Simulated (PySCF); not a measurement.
Compound: triethylammonium, C₆H₁₆N (charge +1).
Geometry (PBE0-D3(BJ)/def2-SVP, Å), atoms numbered from 1 in this order:
```xyz
23
C6H16N angstrom
C      2.513   -0.212   -0.221
C      1.360    0.182    0.671
N      0.020   -0.030    0.022
C     -1.044    0.836    0.635
C     -0.966    2.273    0.175
C     -0.374   -1.480    0.001
C     -1.390   -1.796   -1.071
H      2.514   -1.280   -0.482
H      3.455   -0.010    0.309
H      2.531    0.381   -1.149
H      1.339   -0.392    1.610
H      1.419    1.246    0.933
H      0.116    0.266   -0.958
H     -2.011    0.394    0.361
H     -0.930    0.737    1.725
H     -1.779    2.841    0.648
H     -0.024    2.766    0.456
H     -1.101    2.358   -0.914
H     -0.742   -1.712    1.011
H      0.547   -2.056   -0.158
H     -1.007   -1.564   -2.077
H     -2.347   -1.275   -0.927
H     -1.605   -2.874   -1.048
```

Computed with PySCF at PBE0/pcSseg-1, non-relativistic, on one gas-phase PBE0-D3(BJ)/def2-SVP geometry that isn't relaxed in the solvent. The solvent is an IEF-PCM continuum (van der Waals radii × 1.2). Specific hydrogen bonds and non-electrostatic terms are outside this model.

```tsv
run	E − E(gas) (kcal/mol)	HOMO (eV)	HOMO–LUMO gap (eV)
gas	0.00	-14.33	10.92
P	-27.24	-12.15	11.02
Q	-54.47	-10.04	11.18
```

**Question.** The runs were made in cyclohexane and water. Which run belongs to which solvent?

**Answer.** P = cyclohexane, Q = water. The dielectric constants are 2.017 (cyclohexane), 78.36 (water), and the energy falls further as ε rises. In this model the ground state sees the solvent through ε alone.

**Question.** How constant is the ratio of the lowering to 1 − 1/ε?

**Answer.** 
| solvent | 1 − 1/ε | E − E(gas) (kcal/mol) | ratio (kcal/mol) | polarisation term (kcal/mol) |
| --- | --- | --- | --- | --- |
| cyclohexane | 0.504 | -27.24 | -54.0 | -27.41 |
| water | 0.987 | -54.47 | -55.2 | -55.76 |

The ratio changes by +2.1 % in size from cyclohexane to water. The polarisation term is half the interaction of the solute with the induced surface charges.
